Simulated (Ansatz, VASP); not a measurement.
## One calculation of SrO, two programs

```
CELL_PARAMETERS angstrom
4.27547 0.00000 0.00000
-2.13773 3.70266 0.00000
0.00000 0.00000 5.15559
ATOMIC_POSITIONS crystal
Sr 0.33333 0.66667 0.93813
Sr 0.66667 0.33333 0.43813
O 0.33333 0.66667 0.43687
O 0.66667 0.33333 0.93687
```

Measurements of this composition are mostly on another form, of space group No. 225.

Alike in both runs: task single point; functional PBE; k mesh 6 × 6 × 6; occupations gaussian, width 0.05 eV; no spin polarisation.

```csv
,VASP,Ansatz
version,VASP 6.6.1,Ansatz 0.2.0
potentials or method,"VASP PAW PBE potentials, release 64 (Sr_sv, O)","scalar-relativistic, plane waves, PAW"
plane-wave cutoff (eV),520,420
valence electrons in the cell,32,32
```

|  | VASP | Ansatz | Ansatz less VASP |
| --- | --- | --- | --- |
| gap on the k mesh at the Fermi level (eV) | 2.63 | 2.65 | +0.018 |
| least direct gap on the mesh (eV) | 2.63 | 2.65 | +0.018 |
| pressure (GPa) | 1.4 | 0.9 | -0.46 |
| largest component of the traceless stress (GPa) | 0.21 | 0.20 | -0.011 |
| rms of the force components (eV/Å) | 0.008 | 0.008 | -0.0006 |

Atom by atom the forces differ by 0.001 eV/Å (rms over components).

A k mesh can miss the band edges.
